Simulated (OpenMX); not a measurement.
**Rb: equation of state with PBE**

Rb:

```xyz
1
Lattice="-2.9545 2.9545 2.7308 2.9545 -2.9545 2.7308 2.9545 2.9545 -2.7308" Properties=species:S:1:pos:R:3 pbc="T T T"
Rb    0.0000    0.0000    0.0000
```

This isn't the form of Rb at room conditions, which is bcc.

- Program: OpenMX 3.8.5
- Task: equation of state
- Functional: PBE
- Potentials or basis: OpenMX 2013 PBE set, Rb11.0-s3p2d2, fixed grid of 40 × 40 × 40 points
- k mesh: 7 × 7 × 7
- Occupations: fermi-dirac, width 0.05 eV
- Spin: no spin polarisation
- Mixing scheme: rmm-diisk
- SCF threshold: 1e-08 Ha
- Solver: band
- Grid points, held for all volumes: 40 × 40 × 40

```json
{"Equilibrium volume": "92.64 Å³/atom (rough: see the caveat)", "Bulk modulus at fixed shape and positions": "2.7 GPa (rough)"}
```

Energy against volume, from the lowest point:
```tsv
volume (Å³/atom)	energy (meV/atom)
89.631	0.78
91.538	0.06
93.445	0.00
95.352	0.59
97.259	1.78
99.166	3.54
101.073	5.81
```

Caveat: the fit is doubtful: noisy points or a state that changes with volume; volumes in these bases differ from converged ones by about 1 %, for some elements by several; the cell was scaled at fixed shape and fractional positions, which overstates the stiffness of a crystal with free parameters, most of all of layers and chains; the basis of atomic orbitals isn't converged, which shifts pressures, moduli and gaps.
